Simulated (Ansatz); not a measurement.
A crystal relaxed with r2SCAN+rVV10 in Ansatz 0.2.0 has space group Ibam (No. 72) and a = 5.487 Å, b = 9.636 Å, c = 5.523 Å.

```csv
atom,site,x,y,z
Xx,4a,0.0000,0.0000,0.7500
S,8j,0.2122,0.1178,0.0000
```

r2SCAN gives an indirect gap of 3.12 eV, from Σ₀–Γ (0.18 of the way from Σ₀) to k = (0.411, 0.417, -0.417); the least direct gap is 3.49 eV at X. With HSE06 the valence top lies at Σ₀–Γ (0.18 of the way from Σ₀) and the conduction bottom at k = (0.411, 0.417, -0.417), 3.83 eV higher; the smallest vertical gap, at X, is 4.23 eV. With PBE the valence top lies at Σ₀–Γ (0.20 of the way from Σ₀) and the conduction bottom at G₀–X (0.50 of the way from G₀), 2.73 eV higher; the smallest vertical gap, at X, is 3.07 eV. Meshes: r2SCAN 6×6×6, HSE06 4×4×4, PBE 6×6×6. r2SCAN's ε∞ is 3.4, 3.5 and 4.8 along x, y and z.

Q: Which element is Xx?
A. Sn
B. Ge
C. C
D. Si

A: D. Xx is Si: a 6-atom cell of SiS2 started from a crystallographic database. Si has 4 S at 2.13 Å; S has 2 Si at 2.13 Å.

The values are computed, spin-unpolarised, and not measurements.

Where an edge lies off the special points, it is a point of the mesh or the k point where a search put PBE's edge or least direct gap, reused for the other functionals, whose own edges may lie a little apart; PBE's own value is read along its path and can be a few hundredths of an eV high.

Coordinates of k points refer to the reciprocal vectors of the primitive cell of the runs.

The meshes of the hybrids are coarse, so their gaps aren't converged to the digits shown.
